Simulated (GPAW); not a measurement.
# WS2 (Tungstenite) (P6_3/mmc) in GPAW: further runs

Runs on WS2 (Tungstenite). Level: LDA. Tasks: dielectric tensor.

Program: GPAW 26.7.0. These are calculated values, not measurements. Logs are shortened: lines on timing, memory, paths and dates and some standing lists are left out, and cuts for length are marked. The log counts tension as positive stress, the text compression.

**1. The crystal as given**

It takes space group P6_3/mmc (No. 194, hexagonal). The conventional cell has a = 3.115 Å, b = 3.115 Å, c = 12.245 Å, α = 90.00°, β = 90.00°, γ = 120.00°. W (site symmetry -6m2) has 6 S at 2.36 Å as nearest neighbours. Around S (site symmetry 3m) lie 3 W at 2.36 Å.

**2. Dielectric tensor, LDA**

run.py reads:

```python
import numpy as np
from ase import Atoms
from ase.dft.bandgap import bandgap
from ase.io import write
from gpaw import GPAW, PW
from gpaw.response.df import DielectricFunction

atoms = Atoms(['W', 'W', 'S', 'S', 'S', 'S'],
              cell=[[3.1150838257, 0.0, 0.0],
                    [-1.5575419129, 2.697741728, 0.0],
                    [0.0, 0.0, 12.2448263589]],
              scaled_positions=[[0.6666666667, 0.3333333333, 0.75],
                                [0.3333333333, 0.6666666667, 0.25],
                                [0.6666666667, 0.3333333333, 0.375],
                                [0.3333333333, 0.6666666667, 0.875],
                                [0.6666666667, 0.3333333333, 0.125],
                                [0.3333333333, 0.6666666667, 0.625]],
              pbc=True)

calc = GPAW(mode=PW(400),
            xc='LDA',
            kpts={'size': (8, 8, 2), 'gamma': True},
            occupations={'name': 'fermi-dirac', 'width': 0.001},
            nbands=46,
            convergence={'density': 1e-06},
            maxiter=150,
            txt='gpaw.txt')
atoms.calc = calc
energy = atoms.get_potential_energy()
calc.write('gs.gpw')
write('result.traj', atoms)
print(f'Energy: {energy:.6f} eV')
print('Fermi level:', round(calc.get_fermi_level(), 4), 'eV')
print(f'Gap: {bandgap(calc)[0]:.4f} eV, direct: {bandgap(calc, direct=True)[0]:.4f} eV')

for size in [(13, 13, 3)]:
    name = 'x'.join(str(n) for n in size)
    dense = calc.fixed_density(kpts={'size': size, 'gamma': True},
                               nbands=80, convergence={'bands': 74, 'eigenstates': 1e-7},
                               update_fermi_level=True, txt=f'dense-{name}.txt')
    dense.write(f'{name}.gpw', mode='all')
    df = DielectricFunction(f'{name}.gpw', frequencies=np.array([0.0]), hilbert=False, eta=0.001,
                            ecut=80, nbands=74, intraband=False, txt=f'df-{name}.txt')
    for xc in ['RPA']:
        for direction in ['x', 'y', 'z', [0, 1, 1], [1, 0, 1], [1, 1, 0]]:
            e0, e = df.get_macroscopic_dielectric_constant(xc=xc, direction=direction)
            print(f'{name} {xc} {direction}: {e0:.4f} without, {e:.4f} with local fields')
```

Potentials or basis: the program's PAW data sets (release 1.2.1) made for this functional, pw.

Command:

```bash
> OMP_NUM_THREADS=1 python run.py
```

gpaw.txt:

```text
__  _  _
 | _ |_)|_||  |
 |__||  | ||/\| - 26.7.0

Input parameters:
  mode=PW(ecut=400.0),
  convergence={'density': 1e-06},
  kpts=MonkhorstPack(size=(8, 8, 2), gamma=True),
  maxiter=150,
  nbands=46,
  occupations=Occupations(name='fermi-dirac', width=0.001),
  xc=XC(name='LDA')

Diagonalizing LCAO Hamiltonian
Converting LCAO to pw mode

        S

           W
        S

           S
        W

           S

Atoms  # Å, Bohr magnetons
|   | symbol |         x |        y |         z |    initial magnetic moments |
|---|--------|-----------|----------|-----------|-----------------------------|
| 0 |      W |  1.557542 | 0.899247 |  9.183620 | ( 0.0000,  0.0000,  0.0000) |
| 1 |      W | -0.000000 | 1.798494 |  3.061207 | ( 0.0000,  0.0000,  0.0000) |
| 2 |      S |  1.557542 | 0.899247 |  4.591810 | ( 0.0000,  0.0000,  0.0000) |
| 3 |      S | -0.000000 | 1.798494 | 10.714223 | ( 0.0000,  0.0000,  0.0000) |
| 4 |      S |  1.557542 | 0.899247 |  1.530603 | ( 0.0000,  0.0000,  0.0000) |
| 5 |      S | -0.000000 | 1.798494 |  7.653016 | ( 0.0000,  0.0000,  0.0000) |

Unit cell  # Å
| periodic |         x |        y |         z |   lengths |     angles |
|----------|-----------|----------|-----------|-----------|------------|
|      yes |  3.115084 | 0.000000 |  0.000000 |  3.115084 |  90.000000 |
|      yes | -1.557542 | 2.697742 |  0.000000 |  3.115084 |  90.000000 |
|      yes |  0.000000 | 0.000000 | 12.244826 | 12.244826 | 120.000000 |

Number of symmetries: 12
Symmetry operations  # r_c * U_cc + t_c -> r_c
|    | kind |            matrix            |
|----|------|------------------------------|
|  0 |  σ   |  1, 1, 0,  0,-1, 0,  0, 0, 1 |
|  1 |  S6  |  1, 1, 0, -1, 0, 0,  0, 0,-1 |
|  2 |  E   |  1, 0, 0,  0, 1, 0,  0, 0, 1 |
|  3 |  C2  |  1, 0, 0, -1,-1, 0,  0, 0,-1 |
|  4 |  C2  |  0, 1, 0,  1, 0, 0,  0, 0,-1 |
|  5 |  C3  |  0, 1, 0, -1,-1, 0,  0, 0, 1 |
|  6 |  S6  |  0,-1, 0,  1, 1, 0,  0, 0,-1 |
|  7 |  σ   |  0,-1, 0, -1, 0, 0,  0, 0, 1 |
|  8 |  σ   | -1, 0, 0,  1, 1, 0,  0, 0, 1 |
|  9 |  i   | -1, 0, 0,  0,-1, 0,  0, 0,-1 |
| 10 |  C3  | -1,-1, 0,  1, 0, 0,  0, 0, 1 |
| 11 |  C2  | -1,-1, 0,  0, 1, 0,  0, 0,-1 |

BZ-sampling:
  Number of BZ points: 128
  Number of IBZ points: 20

  Monkhorst-Pack size: [8, 8, 2]
  Monkhorst-Pack shift: [0.0625, 0.0625, 0.25]

K-points  # in reciprocal-cell coordinates
|     |                                coordinates |     weight |
|-----|--------------------------------------------|------------|
|   0 | (  0.00000000,   0.00000000,   0.00000000) | 0.00781250 |
|   1 | (  0.00000000,   0.00000000,   0.50000000) | 0.00781250 |
|   2 | (  0.12500000,   0.00000000,   0.00000000) | 0.04687500 |
|   3 | (  0.12500000,   0.00000000,   0.50000000) | 0.04687500 |
|   4 | (  0.25000000,  -0.12500000,   0.00000000) | 0.04687500 |
|   5 | (  0.25000000,  -0.12500000,   0.50000000) | 0.04687500 |
|   6 | (  0.25000000,   0.00000000,   0.00000000) | 0.04687500 |
|   7 | (  0.25000000,   0.00000000,   0.50000000) | 0.04687500 |
|   8 | (  0.37500000,  -0.12500000,   0.00000000) | 0.09375000 |
|   9 | (  0.37500000,  -0.12500000,   0.50000000) | 0.09375000 |
| ... |                                            |            |
|  19 | (  0.50000000,   0.50000000,   0.50000000) | 0.02343750 |

Plane wave coefficients: 1898
Cutoff: 400.0 eV

Spin-components: 1 (collinear spins)
Bands:           46
Projectors:      32
Spin-degeneracy: 2
Datatype:        complex128

Parallelization:
  kpt:    1
  domain: 1
  band:   1

Density:
  Valence electrons: 52.0
  Components: 1
  Grid points: [15 15 60]
  Charge: 0.0  # |e|

Potential:
  Grid points: [15 15 60]

species:
  W:
    name:    Tungsten
    Z:       74.0
    valence: 14
    core:    60
    charge:  0.0  # [|e|]
    compensation charges:
      type: gauss
      rc: 0.40  # [Å]
      lmax: 2
    cutoffs:
      filter: 2.36  # [Å]
      core: 3.02  # [Å]
    projectors
    | kind |    occ | energy [eV] | rcut [Å] |
    |------|--------|-------------|----------|
    |   5s |  2.000 |     -79.053 |    1.344 |
    |   6s |  2.000 |      -5.886 |    1.344 |
    |   5p |  6.000 |     -43.417 |    1.355 |
    |   6p |  0.000 |      -1.469 |    1.355 |
    |   5d |  4.000 |      -4.693 |    1.228 |
    |    d |        |      22.518 |    1.228 |

    Using partial waves for W as LCAO basis

  S:
    name:    Sulfur
    Z:       16.0
    valence: 6
    core:    10
    charge:  0.0  # [|e|]
    compensation charges:
      type: gauss
      rc: 0.24  # [Å]
      lmax: 2
    cutoffs:
      filter: 1.77  # [Å]
      core: 1.66  # [Å]
    projectors
    | kind |    occ | energy [eV] | rcut [Å] |
    |------|--------|-------------|----------|
    |   3s |  2.000 |     -17.278 |    0.974 |
    |   3p |  4.000 |      -7.106 |    0.979 |
    |    s |        |       9.933 |    0.974 |
    |    p |        |      20.105 |    0.979 |
    |    d |        |       0.000 |    0.900 |

    Using partial waves for S as LCAO basis

Reference energy: -920330.548201  # eV

eigensolver:
  PPCG
  Converge bands: occupied
  niter=2

density mixing:
  MSR1-Mixer
  Pratt-step length: 0.05
  Maximum mixing coefficient: 0.75
  Old densities: 10
  SVD Regularization: 0.005
  Good broyden scale: 1.0
  Trust region scale: 1.0
  Backstep threshold: 4.0
  History deletion threshold: 6.0
  Fourier metric: weight=20.0, sigma=0.015

occupation numbers:
  Fermi-Dirac:
    width: 0.0010  # eV

poisson solver:
  ecut: 3200.0  # eV

xc functional:
  name: None

convergence criteria:
- Maximum integral of absolute [dens]ity change: 1e-06 electrons / valence electron
- Maximum [total energy] change in last 3 cyles: 0.0005 eV / valence electron
- Maximum integral of absolute [eigenst]ate change: 4e-08 eV^2 / valence electron
maximum number of iterations: 150

SCF iterations
|iter     | |      energy | eigst |  dens |
|---------|-|-------------|-------|-------|
|iter:   1| |  -50.253131 | +0.41 |       |
|iter:   2| |  -50.511252 | -1.45 | -1.21 |
|iter:   3| |  -55.846632 | -0.51 | -1.23 |
|iter:   4| |  -50.280311 | -0.67 | -0.92 |
|iter:   5| |  -49.814630 | -2.22 | -1.37 |
|iter:   6| |  -49.834137 | -2.84 | -1.83 |
|iter:   7| |  -49.819160c| -3.65 | -2.21 |
|iter:   8| |  -49.812561c| -3.54 | -2.41 |
|iter:   9| |  -49.812505c| -5.40 | -3.28 |
|iter:  10| |  -49.812507c| -6.77 | -3.76 |
|iter:  11| |  -49.812506c| -7.84c| -4.52 |
|iter:  12| |  -49.812506c| -8.36c| -5.30 |
|iter:  13| |  -49.812506c| -9.09c| -5.85 |
|iter:  14| |  -49.812506c| -9.68c| -6.44c|

Converged in 14 steps
Energy contributions relative to reference atoms: (reference = -920330.548201)

Energy contributions:
  Kinetic:          55.797858
  Coulomb:         -54.695804
  Zero:             -0.082425
  External:          0.000000
  Xc:              -50.832136
  Entropy:          -0.000000
  Spinorbit:         0.000000
  ----------------------------
  Free energy:     -49.812506
  Extrapolated:    -49.812506

dipole moment: (0.000004, 0.000006, 0.000029)  # |e|*Ang

Fermi level: 9.863
Eigenvalues  # (at kpt = [0.000, 0.000, 0.000])
| band index |      eig [eV] | occ [0-2] |
|------------|---------------|-----------|
|          0 |       -65.278 |     2.000 |
|        ... |               |           |
|         18 |         5.268 |     2.000 |
|         19 |         6.614 |     2.000 |
|         20 |         6.614 |     2.000 |
|         21 |         6.660 |     2.000 |
|         22 |         6.660 |     2.000 |
|         23 |         7.505 |     2.000 |
[... 8 lines left out ...]
|         32 |        11.782 |     0.000 |
|         33 |        11.782 |     0.000 |
|        ... |               |           |
|         45 |        21.655 |     0.000 |

Gap: 1.056 eV
Transition (v -> c):
  (s=0, k=0, n=25, [0.00, 0.00, 0.00]) -> (s=0, k=8, n=26, [0.38, -0.12, 0.00])
Direct/indirect transitions are different
Direct gap: 2.302 eV
Transition at: (s=0, k=0, n=25, [0.00, 0.00, 0.00])
# Writing to gs.gpw (mode='')
```

stdout:

```text
Energy: -49.812506 eV
Fermi level: 9.8627 eV
Gap: 1.0556 eV, direct: 2.3018 eV
13x13x3 RPA x: 13.1915 without, 12.3089 with local fields
13x13x3 RPA y: 13.1915 without, 12.3089 with local fields
13x13x3 RPA z: 8.5511 without, 5.6917 with local fields
13x13x3 RPA [0, 1, 1]: 10.8713 without, 9.0003 with local fields
13x13x3 RPA [1, 0, 1]: 10.8713 without, 9.0003 with local fields
13x13x3 RPA [1, 1, 0]: 13.1915 without, 12.3089 with local fields
```

Wall time 8.2 min (1 thread of Intel Xeon at 2.50GHz (Skylake/Cascade Lake), shared host); peak memory 0.52 GiB.

Results:

```yaml
Free_energy: -49.8125 eV
Band_gap_on_the_k_mesh: 1.06 eV, indirect (least direct gap 2.30 eV)
Electronic_dielectric_tensor_diagonal: 12.31, 12.31, 5.69
```

Electronic dielectric tensor:
```
12.31  0.00  0.00
 0.00 12.31  0.00
 0.00  0.00  5.69
```

Caveat: the long-wavelength limit can be off by several per cent where d states take part; spin-orbit coupling is left out, which moves the levels of the heavy elements; an odd mesh through Γ misses points on the zone boundary, where band edges often lie. As with any semilocal functional, this LDA gap is likely too small.

**3. Dielectric tensor, LDA**

This run uses another cell than the first one, of 18.97 Å³/atom, 1.106 times its volume.

Changes to run.py since step 2:

```diff
@@ -8,5 +8,5 @@
 atoms = Atoms(['W', 'W', 'S', 'S', 'S', 'S'],
-              cell=[[3.1150838257, 0.0, 0.0],
-                    [-1.5575419129, 2.697741728, 0.0],
-                    [0.0, 0.0, 12.2448263589]],
+              cell=[[3.2218469041, 0.0, 0.0],
+                    [-1.6109234521, 2.7902012661, 0.0],
+                    [0.0, 0.0, 12.6644925478]],
               scaled_positions=[[0.6666666667, 0.3333333333, 0.75],
```

Potentials or basis: the program's PAW data sets (release 1.2.1) made for this functional, pw.

Command:

```bash
> OMP_NUM_THREADS=1 python run.py
```

gpaw.txt:

```text
__  _  _
 | _ |_)|_||  |
 |__||  | ||/\| - 26.7.0

Input parameters:
  mode=PW(ecut=400.0),
  convergence={'density': 1e-06},
  kpts=MonkhorstPack(size=(8, 8, 2), gamma=True),
  maxiter=150,
  nbands=46,
  occupations=Occupations(name='fermi-dirac', width=0.001),
  xc=XC(name='LDA')

Diagonalizing LCAO Hamiltonian
Converting LCAO to pw mode

        S

           W

        S

           S

        W

           S

Atoms  # Å, Bohr magnetons
|   | symbol |         x |        y |         z |    initial magnetic moments |
|---|--------|-----------|----------|-----------|-----------------------------|
| 0 |      W |  1.610923 | 0.930067 |  9.498369 | ( 0.0000,  0.0000,  0.0000) |
| 1 |      W | -0.000000 | 1.860134 |  3.166123 | ( 0.0000,  0.0000,  0.0000) |
| 2 |      S |  1.610923 | 0.930067 |  4.749185 | ( 0.0000,  0.0000,  0.0000) |
| 3 |      S | -0.000000 | 1.860134 | 11.081431 | ( 0.0000,  0.0000,  0.0000) |
| 4 |      S |  1.610923 | 0.930067 |  1.583062 | ( 0.0000,  0.0000,  0.0000) |
| 5 |      S | -0.000000 | 1.860134 |  7.915308 | ( 0.0000,  0.0000,  0.0000) |

Unit cell  # Å
| periodic |         x |        y |         z |   lengths |     angles |
|----------|-----------|----------|-----------|-----------|------------|
|      yes |  3.221847 | 0.000000 |  0.000000 |  3.221847 |  90.000000 |
|      yes | -1.610923 | 2.790201 |  0.000000 |  3.221847 |  90.000000 |
|      yes |  0.000000 | 0.000000 | 12.664493 | 12.664493 | 120.000000 |

Number of symmetries: 12
[... 130 lines left out ...]

occupation numbers:
  Fermi-Dirac:
    width: 0.0010  # eV

poisson solver:
  ecut: 3200.0  # eV

xc functional:
  name: None

convergence criteria:
- Maximum integral of absolute [dens]ity change: 1e-06 electrons / valence electron
- Maximum [total energy] change in last 3 cyles: 0.0005 eV / valence electron
- Maximum integral of absolute [eigenst]ate change: 4e-08 eV^2 / valence electron
maximum number of iterations: 150

SCF iterations
|iter     | |      energy | eigst |  dens |
|---------|-|-------------|-------|-------|
|iter:   1| |  -50.020328 | +0.31 |       |
|iter:   2| |  -50.171775 | -1.52 | -1.19 |
|iter:   3| |  -50.113504 | -1.31 | -1.23 |
|iter:   4| |  -49.813580 | -1.98 | -1.36 |
|iter:   5| |  -49.534846 | -2.00 | -1.56 |
|iter:   6| |  -49.647504 | -2.86 | -2.07 |
|iter:   7| |  -49.532806 | -3.16 | -1.88 |
|iter:   8| |  -49.531874 | -4.33 | -2.60 |
|iter:   9| |  -49.531877c| -5.90 | -3.26 |
|iter:  10| |  -49.531875c| -7.01 | -4.05 |
|iter:  11| |  -49.531874c| -7.48c| -4.63 |
|iter:  12| |  -49.531874c| -7.95c| -5.19 |
|iter:  13| |  -49.531874c| -8.63c| -5.84 |
|iter:  14| |  -49.531874c| -9.17c| -6.20c|

Converged in 14 steps
Energy contributions relative to reference atoms: (reference = -920330.548201)

Energy contributions:
  Kinetic:           6.492828
  Coulomb:         -14.062132
  Zero:              0.007315
  External:          0.000000
  Xc:              -41.969885
  Entropy:          -0.000000
  Spinorbit:         0.000000
  ----------------------------
  Free energy:     -49.531874
  Extrapolated:    -49.531874

dipole moment: (0.000004, 0.000007, 0.000030)  # |e|*Ang

Fermi level: 8.706
Eigenvalues  # (at kpt = [0.000, 0.000, 0.000])
| band index |      eig [eV] | occ [0-2] |
|------------|---------------|-----------|
|          0 |       -66.821 |     2.000 |
|        ... |               |           |
|         18 |         4.278 |     2.000 |
|         19 |         5.425 |     2.000 |
|         20 |         5.425 |     2.000 |
|         21 |         5.466 |     2.000 |
|         22 |         5.466 |     2.000 |
|         23 |         6.137 |     2.000 |
[... 8 lines left out ...]
|         32 |        10.004 |     0.000 |
|         33 |        10.004 |     0.000 |
|        ... |               |           |
|         45 |        19.637 |     0.000 |

Gap: 1.134 eV
Transition (v -> c):
  (s=0, k=0, n=25, [0.00, 0.00, 0.00]) -> (s=0, k=8, n=26, [0.38, -0.12, 0.00])
Direct/indirect transitions are different
Direct gap: 2.053 eV
Transition at: (s=0, k=12, n=25, [0.38, 0.38, 0.00])
# Writing to gs.gpw (mode='')
```

df-13x13x3.txt:

```text
FrequencyGridDescriptor(from 0.000 to 0.000 eV, 1 points)
FrequencyGridDescriptor(from 0.000 to 0.000 eV, 1 points)

Calculating chi0 body with:
    Ground state adapter containing:
    Number of spins: 1
    Number of kpoints: 507
    Number of irreducible kpoints: 56
    Number of completely occupied states: 26
    Number of partially occupied states: 26

    Linear response parametrization:
    q_c: [0.0, 0.0, 0.0]
    Number of frequency points: 1
    Planewave cutoff: 80.0
    Number of bands: 74
    Number of planewaves: 193
    Broadening (eta): 0.001

Integrating chi0 body.

Symmetries of q_c:
    Direct symmetries (Uq -> q): 12
    Indirect symmetries (TUq -> q): 0
In total 12 allowed symmetries.

Integral kind: response function

Calculating chi0 optical extensions with:
    Ground state adapter containing:
    Number of spins: 1
    Number of kpoints: 507
    Number of irreducible kpoints: 56
    Number of completely occupied states: 26
    Number of partially occupied states: 26

    Linear response parametrization:
    Number of frequency points: 1
    Planewave cutoff: 80.0
    Number of bands: 74
    Number of planewaves: 193
    Broadening (eta): 0.001
Integrating chi0 head and wings.

Symmetries of q_c:
    Direct symmetries (Uq -> q): 12
    Indirect symmetries (TUq -> q): 0
In total 12 allowed symmetries.

Integral kind: response function wings

Finished calculating chi0
```

Wall time 5.7 min (1 thread of Arm Neoverse V2, shared host); peak memory 0.54 GiB.

Results:

```yaml
Free_energy: -49.5319 eV
Band_gap_on_the_k_mesh: 1.13 eV, indirect (least direct gap 2.05 eV)
Electronic_dielectric_tensor_diagonal: 12.60, 12.60, 5.28
```

Electronic dielectric tensor:
```
12.60  0.00  0.00
 0.00 12.60  0.00
 0.00  0.00  5.28
```

Caveat: the long-wavelength limit can be off by several per cent where d states take part; spin-orbit coupling is left out, which moves the levels of the heavy elements; an odd mesh through Γ misses points on the zone boundary, where band edges often lie. Expect the measured gap to be larger: semilocal functionals such as LDA lack the derivative discontinuity.
